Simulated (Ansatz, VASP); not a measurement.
## Two plane-wave programs on Ge

```xyz
2
Lattice="0.0000 2.8289 2.8289 2.8289 0.0000 2.8289 2.8289 2.8289 0.0000" Properties=species:S:1:pos:R:3 pbc="T T T"
Ge    4.2434    4.2434    4.2434
Ge    2.8289    2.8289    2.8289
```

Alike in both runs: task single point; functional PBE exchange alone; k mesh 8 × 8 × 8; occupations methfessel-paxton of order 1, width 0.1 eV; no spin polarisation.

|  | VASP | Ansatz |
| --- | --- | --- |
| version | VASP 6.6.1 | Ansatz 0.2.0 |
| potentials or method | VASP PAW PBE potentials, release 64 (Ge_d) | Ansatz NC |
| plane-wave cutoff (eV) | 520 | 1061 |
| valence electrons in the cell | 28 | 28 |

|  | VASP | Ansatz | Ansatz less VASP |
| --- | --- | --- | --- |
| gap on the k mesh at the Fermi level (eV) | none | none | - |
| pressure (GPa) | 13.6 | 13.0 | -0.61 |

A gap of «none» marks a metal or a gap that the smearing closes.

Caveats: this crystal is a semiconductor, whose small gap the functional closes, so the metal is an error of the method; the potentials were made for another functional, which shifts forces and pressure (Ansatz).
